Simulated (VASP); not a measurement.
HfN, 2 atoms in the cell. Symmetry: Fm-3m, No. 225, cubic system. The conventional cell has a = 4.512 Å, b = 4.512 Å, c = 4.512 Å, α = 90.00°, β = 90.00°, γ = 90.00°. Hf (site symmetry m-3m) is surrounded by 6 N at 2.26 Å. Around N (site symmetry m-3m) lie 6 Hf at 2.26 Å. 

```yaml
Program: VASP 6.6.1
Task: relaxation of cell and atoms
Functional: AM05
Potentials_or_basis: VASP PAW PBE potentials, release 64 (Hf_pv, N)
Cutoff: 600 eV
k_mesh: 14 × 14 × 14
Occupations: methfessel-paxton, width 0.1 eV
Spin: no spin polarisation
Further_INCAR_settings: ALGO = Normal; EDIFF = 1e-06; IBRION = 2; EDIFFG = -0.01; NSW = 90; ISIF = 3
```

Potentials or basis: VASP PAW PBE potentials, release 64 (Hf_pv, N).

Run with:

```bash
$ cat potpaw_PBE.64/Hf_pv/POTCAR potpaw_PBE.64/N/POTCAR > POTCAR
$ mpirun -np 1 vasp_std > vasp.out
```

Hardware: 1 thread of Intel(R) Xeon(R) 6975P-C (Granite Rapids), on a shared host.

**Question.** Estimate the wall time of this run.

**Answer.** Run time: 37 s on 1 thread of Intel(R) Xeon(R) 6975P-C (Granite Rapids), on a shared host, peak memory 0.19 GiB. Counts: scf iterations 27, k points 104, ion steps 3.
